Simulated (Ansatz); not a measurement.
Q: Write an Ansatz input for a single-point calculation of ZrO2 with PBE (scalar-relativistic), a cutoff of 420 eV (density cutoff 4 times that), a Γ-centred 12×12×12 mesh and Gaussian smearing of 0.05 eV, without spin polarisation. Forces, stress and eigenvalues are wanted. The structure:
```
CELL_PARAMETERS angstrom
0.0000000000 2.5668390503 2.5668390503
2.5668390503 0.0000000000 2.5668390503
2.5668390503 2.5668390503 0.0000000000
ATOMIC_POSITIONS crystal
Zr 0.0000000000 0.0000000000 0.0000000000
O 0.2500000000 0.2500000000 0.2500000000
O 0.7500000000 0.7500000000 0.7500000000
```

A: 
```yaml
crystal:
  lattice:
    - [0.0, 2.5668390503, 2.5668390503]
    - [2.5668390503, 0.0, 2.5668390503]
    - [2.5668390503, 2.5668390503, 0.0]
  atoms:
    - { symbol: Zr, position: [0.0, 0.0, 0.0] }
    - { symbol: O, position: [0.25, 0.25, 0.25] }
    - { symbol: O, position: [0.75, 0.75, 0.75] }
basis:
  ecutwfc: 420
  ecutrho_ratio: 4
kpoints:
  mp_grid: { grid: [12, 12, 12] }
hamiltonian:
  xc: pbe
scf:
  occupations: { method: gaussian, width: 0.05 }
output:
  forces: true
  stress: true
  eigenvalues: true
```

Launched as:
```sh
ansatz run input.yaml --threads 2 --pin off --max-ram 2662MiB --backend cpu --events-out ev --progress --plain --runs-dir out
```

Run as written, it has 24 valence electrons, 645 plane waves at Γ, 48 symmetry operations and 72 irreducible k-points; it took 6 SCF iterations in all. Run time: 1.1 s on 2 threads of Arm Neoverse V1, with other jobs on the host, peak memory 0.31 GiB.

The start was a prototype's sites filled with these elements; the Crystallography Open Database holds the compound in this structure.
